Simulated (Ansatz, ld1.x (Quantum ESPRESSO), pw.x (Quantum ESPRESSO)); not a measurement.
## Si (Z = 14): does the TM potential hold in the solid?

```json
{
 "Element": "Si",
 "Generator": "ld1.x (Quantum ESPRESSO) 7.5",
 "Type": "norm-conserving Troullier–Martins (Kleinman–Bylander form)",
 "Functional": "LDA (PW92)",
 "Relativity": "scalar-relativistic",
 "Frozen core": "[Ne]",
 "Valence charge": "4",
 "Reference configuration": "3s2 3p2",
 "Partial waves": "3p (bound): rc 1.98 bohr; 3s (bound): rc 2.16 bohr",
 "Local potential": "the s channel",
 "Core correction": "Bessel-smoothed model core inside 1.30 bohr"
}
```

Atomic tests: cutoffs needed: 12 Ry and 30 Ry (the cutoffs (Ry, on a coarse ladder) from which the occupation-weighted sum of valence levels, in a spherical-Bessel basis at the reference potential, stays within 10 and 1 mRy of its value at 400 Ry); ghost test: no extra level below or beside the all-electron valence levels (p, s, d, f tested) (spherical-Bessel basis up to 400 Ry, 20 bohr box); largest excitation error: +69 meV (all-electron minus pseudo) for 3s1 3p0, out of 7 test configurations.

Crystal test: fcc Si in pw.x 7.5, no spin, 15³ k-points, Fermi–Dirac smearing 0.01 Ry, cutoffs 50/200 Ry. The reference is all-electron LAPW (Ansatz 0.2.0) with the same functional, mesh and smearing; V0 and B0 come from Birch–Murnaghan fits to the pressures at five volumes. Errors are pseudo minus all-electron; Δ is the rms difference of the E(V) curves that follow from these fits, minima aligned, over ±6 % about the mean V0. Mesh and smearing are coarse, so the numbers serve the comparison and aren't converged zero-temperature values; the lattice is a test structure that the element need not adopt.

All-electron: a0 = 3.818 Å (V0 = 13.92 Å³/atom), B0 = 90.0 GPa.

Question: How far does the potential miss the all-electron equation of state?

Answer: mean pressure error (GPa): +14.76. The pressure does not cross zero within the volumes sampled, so no fit is given. This is a poor potential for the solid.

| V (Å³/atom) | P all-electron (GPa) | P pseudo (GPa) |
| --- | --- | --- |
| 13.158 | 5.68 | 23.18 |
| 13.504 | 2.89 | 18.88 |
| 13.850 | 0.45 | 15.07 |
| 14.196 | -1.71 | 11.68 |
| 14.543 | -3.61 | 8.68 |

Question: At the middle volume, how do free energy and pressure move when the wave cutoff is lowered (ecutrho kept at four times it)?

Answer:

```tsv
cutoff (Ry)	shift of F (meV/atom)	shift of P (GPa)
22	+44.6	-1.12
30	+8.3	-0.38
40	+1.7	+0.06
```

Input at the middle volume:

```
&control
  calculation='scf', prefix='x', pseudo_dir='./', outdir='./tmp', tstress=.true., disk_io='low'
/
&system
  ibrav=0, nat=1, ntyp=1, ecutwfc=50, ecutrho=200, nbnd=9,
  occupations='smearing', smearing='fd', degauss=0.01
/
&electrons
  conv_thr=1e-09, mixing_beta=0.4, electron_maxstep=70
/
ATOMIC_SPECIES
Si 1.0 Si.UPF
CELL_PARAMETERS angstrom
  0.00000000 1.90607474 1.90607474
  1.90607474 0.00000000 1.90607474
  1.90607474 1.90607474 0.00000000
ATOMIC_POSITIONS crystal
Si 0.0000 0.0000 0.0000
K_POINTS automatic
15 15 15 0 0 0
```

```bash
pw.x < Si.scf.in > Si.scf.out
```

Lines of the output:

```
Message from routine setup:
     using ibrav=0 with symmetry is DISCOURAGED, use correct ibrav instead
     lattice parameter (alat)  =       5.0939  a.u.
     unit-cell volume          =      93.4644 (a.u.)^3
     number of electrons       =         4.00
     number of Kohn-Sham states=            9
     kinetic-energy cutoff     =      50.0000  Ry
     charge density cutoff     =     200.0000  Ry
     scf convergence threshold =      1.0E-09
     Exchange-correlation= PW
     number of k points=   120  Fermi-Dirac smearing, width (Ry)=  0.0100
     iteration #  1     ecut=    50.00 Ry     beta= 0.40
     total energy              =     -11.31832001 Ry
     estimated scf accuracy    <       0.00437152 Ry
     iteration #  2     ecut=    50.00 Ry     beta= 0.40
     total energy              =     -11.31771286 Ry
     estimated scf accuracy    <       0.00123610 Ry
     iteration #  3     ecut=    50.00 Ry     beta= 0.40
     total energy              =     -11.31780777 Ry
     estimated scf accuracy    <       0.00000588 Ry
     iteration #  4     ecut=    50.00 Ry     beta= 0.40
     total energy              =     -11.31780845 Ry
     estimated scf accuracy    <       0.00000002 Ry
     iteration #  5     ecut=    50.00 Ry     beta= 0.40
     total energy              =     -11.31780845 Ry
     estimated scf accuracy    <          6.5E-09 Ry
     iteration #  6     ecut=    50.00 Ry     beta= 0.40
     the Fermi energy is    11.4184 ev
!    total energy              =     -11.31780845 Ry
     estimated scf accuracy    <          3.2E-10 Ry
     smearing contrib. (-TS)   =      -0.00192281 Ry
     The total energy is F=E-TS. E is the sum of the following terms:
     one-electron contribution =       4.97300700 Ry
     hartree contribution      =       0.02844658 Ry
     xc contribution           =      -6.13429870 Ry
     ewald contribution        =     -10.18304053 Ry
     convergence has been achieved in   6 iterations
          total   stress  (Ry/bohr**3)                   (kbar)     P=      150.69
```

The run at the middle volume (120 k-points, 6 iterations) took about 5.8 s on one core of a shared host (Intel(R) Xeon(R) Platinum 8488C, 192 threads, 744 GiB, load 77).
